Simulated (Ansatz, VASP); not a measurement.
This is a calculation of GaSb for VASP 6.6.1.

The input INCAR:

```
SYSTEM = GaSb
PREC = Accurate
ENCUT = 520
EDIFF = 1E-7
ISMEAR = 0
SIGMA = 0.014
LREAL = .FALSE.
LASPH = .TRUE.
NELM = 60
ALGO = Normal
ISIF = 2
LWAVE = .FALSE.
LCHARG = .FALSE.
GGA = PE
NBANDS = 16
```

Contents of KPOINTS:

```
regular mesh
0
G
  8 8 8
  0 0 0
```

The input POSCAR:

```
GaSb
1.0
    0.0000000000      3.0590000000      3.0590000000
    3.0590000000      0.0000000000      3.0590000000
    3.0590000000      3.0590000000      0.0000000000
Sb Ga
1 1
Direct
    0.7500000000      0.7500000000      0.7500000000
    0.0000000000      0.0000000000      0.0000000000
```

Potentials or basis: VASP PAW PBE potentials, release 64 (Sb, Ga_d).

Launch:

```bash
$ cat potpaw_PBE.64/Sb/POTCAR potpaw_PBE.64/Ga_d/POTCAR > POTCAR
$ mpirun -np 1 vasp_std > vasp.out
```

Problem. Translate it to Ansatz 0.2.0. Potentials there: all-electron LAPW, scalar-relativistic.

Solution. As run (the cutoff follows the program's own potentials):

The input input.yaml:

```yaml
crystal:
  lattice:
    - [0.0, 3.059, 3.059]
    - [3.059, 0.0, 3.059]
    - [3.059, 3.059, 0.0]
  atoms:
    - { symbol: Sb, position: [0.75, 0.75, 0.75] }
    - { symbol: Ga, position: [0.0, 0.0, 0.0] }
kpoints:
  mp_grid: { grid: [8, 8, 8] }
scf:
  occupations: { method: gaussian, width: 0.014 }
hamiltonian:
  xc: pbe
  pseudopotentials: { kind: all_electron, lapw: { basis_error: 0.001 } }
output:
  forces: true
  stress: true
  eigenvalues: true
```

Potentials or basis: all-electron LAPW, scalar-relativistic.

Run with:

```bash
$ ansatz run input.yaml --threads 1 --pin off --max-ram 3072MiB --backend cpu --events-out ev --progress --plain --runs-dir out
```

Both were run:

|  | VASP | Ansatz | Ansatz less VASP |
| --- | --- | --- | --- |
| gap on the k mesh at the Fermi level (eV) | 0.04 | 0.04 | +0.003 |
| least direct gap on the mesh (eV) | 0.04 | 0.04 | +0.003 |
| pressure (GPa) | 2.4 | 2.3 | -0.08 |

Ansatz ran all-electron here, so the differences hold the error of VASP's frozen core and of both bases.

Caveats: spin-orbit coupling is left out, which moves the levels of the heavy elements.
